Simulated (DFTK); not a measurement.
HgSe in DFTK: convergence with tol

The system is HgSe.

```
Hg Se
1.0
     4.17999    0.00000    0.00000
     2.08999    3.61998    0.00000
     2.08999    1.20666    3.41295
Hg Se
1 1
Direct
  0.00000 0.00000 0.00000
  0.75000 0.75000 0.75000
```

The cell isn't the ideal one: cell squeezed.

| Property | Result |
| --- | --- |
| Program | DFTK 0.8.2 |
| Task | convergence study |
| Functional | PBEsol |
| Potentials or basis | cp2k.nc.sr.pbe.v0_1.largecore.gth (PBE, GTH) |
| Cutoff | 1007 eV |
| k mesh | 4 × 4 × 4 |
| Occupations | fermi-dirac, width 0.02 eV |
| Spin | collinear spin, ferromagnetic start |
| Starting moments | [0.5, 0.0] μB |

These are the settings of the first run; the series varies tol, with any setting tied to it.

Hardware: 1 thread of Intel(R) Xeon(R) Platinum 8488C (Sapphire Rapids) (shared host).

Problem. The values tried are 0.1, 0.01, 0.001, 0.0001, 1e-05, 1e-06, 1e-08, loosest first. From which on does the energy stay within 1 meV/atom of the tightest run that finished?

Solution. From 0.01 on.

```tsv
tol	energy less the tightest run, at zero smearing (meV/atom)	SCF cycles
0.1	4.04	3
0.01	0.23	4
0.001	0.01	5
0.0001	0.00	7
1e-05	0.00	8
1e-06	0.00	10
1e-08	0.00	13
```

The tightest run that finished is the yardstick and may itself not be fully converged.

Caveat, for the tightest run too: the k mesh is coarse (spacing up to 0.46 Å⁻¹), so the values aren't converged; the cutoff is short for these potentials, so energies and forces aren't converged, fitted volumes are rough and the log's stress (off by 3 to 10 GPa or more in trials) isn't used. The run has no spin-orbit coupling, so splittings on Hg are missing.
